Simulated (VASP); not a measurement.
Crystal: Nb.

```xyz
4
Lattice="2.8844 0.0000 0.0000 -1.4422 2.4980 0.0000 0.0000 0.0000 10.5583" Properties=species:S:1:pos:R:3 pbc="T T T"
Nb   -1.4422    2.4980   10.5583
Nb   -1.4422    2.4980    5.2791
Nb    0.0000    1.6653    2.6396
Nb    1.4422    0.8327    7.9187
```

This isn't the form of Nb at room conditions, which is bcc.

Base run:

```yaml
Program: VASP 6.6.1
Functional: RPBE
Potentials_or_basis: VASP PAW PBE potentials, release 64 (Nb_sv)
Cutoff: 520 eV
k_mesh: 14 × 14 × 4
Occupations: fermi-dirac, width 0.1 eV
Spin: no spin polarisation
```

Its results: band gap on the k mesh none (metal or under the smearing width); pressure 0.2 GPa.

Task: The run is repeated on the same cell with these changes: k mesh from 14 × 14 × 4 to 17 × 17 × 4; further incar settings from ALGO = Fast; EDIFF = 1e-07; NBANDS = 34 to ALGO = Fast; EDIFF = 1e-06; NBANDS = 34. What comes out?

Result: Band gap on the k mesh none (metal or under the smearing width); pressure -0.3 GPa.

Caveats: the PAW data sets were made with another functional, which shifts forces and pressure a little.

Not every run made on this cell is shown here.
